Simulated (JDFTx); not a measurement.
Write the native input for JDFTx 1.7.0 (patched build) that does the following.

| Item | Value |
| --- | --- |
| Task | single point |
| Functional | PBEsol |
| Potentials or basis | PseudoDojo-SR-PBEsol-0.4.1-standard with smoothed tails |
| Cutoff | 1116 eV |
| Density cutoff | 4463 eV |
| k mesh | 11 × 11 × 11 |
| Occupations | fermi-dirac, width 0.05 eV |
| Spin | no spin polarisation |
| Local potential set to -Z/r beyond | 6 bohr |
| Bands | 12 |
| Density cutoff over wavefunction cutoff | 4 |
| Max SCF steps | 100 |
| SCF threshold on the energy | 1e-09 Ha |
| Solver of the electrons | scf |
| Further solve for the empty bands | yes |

Nb:

```xyz
1
Lattice="-1.6548 1.6619 1.6631 1.6119 -1.6698 1.6281 1.7028 1.7178 -1.6710" Properties=species:S:1:pos:R:3 pbc="T T T"
Nb    0.0014    0.0170   -0.0261
```

The cell isn't the ideal one: cell strained at random at fixed volume.

One way to write it, as run:

Nb.in

```
lattice \
   -3.1271452472     3.0460268636     3.2179163519 \
    3.1405188390    -3.1554193295     3.2461885444 \
    3.1428016281     3.0765837350    -3.1577021186
coords-type Lattice
ion Nb    -0.0028920000    -0.0076530000     0.0052760000 1

ion-species pseudo/Nb.upf
elec-cutoff 41
elec-ex-corr gga-PBEsol
kpoint-folding 11 11 11
elec-smearing Fermi 0.0018374661
elec-n-bands 12
electronic-SCF nIterations 100 energyDiffThreshold 1e-09
electronic-minimize nIterations 30 energyDiffThreshold 1e-7
converge-empty-states yes
forces-output-coords Cartesian

dump-name run.$VAR
dump End Ecomponents EigStats BandEigs Kpoints Forces Stress
```

Potentials or basis: PseudoDojo-SR-PBEsol-0.4.1-standard with smoothed tails.

Run with:

```bash
$ jdftx -c 1 -i Nb.in -o Nb.out
```

It gave:

```
Pressure               : -7.8 GPa
Band gap on the k mesh : none (metal or under the smearing width)
```

Wall time 2.3 min on 1 thread of Intel(R) Xeon(R) 6975P-C (Granite Rapids), with other jobs on the host, peak memory 0.53 GiB.
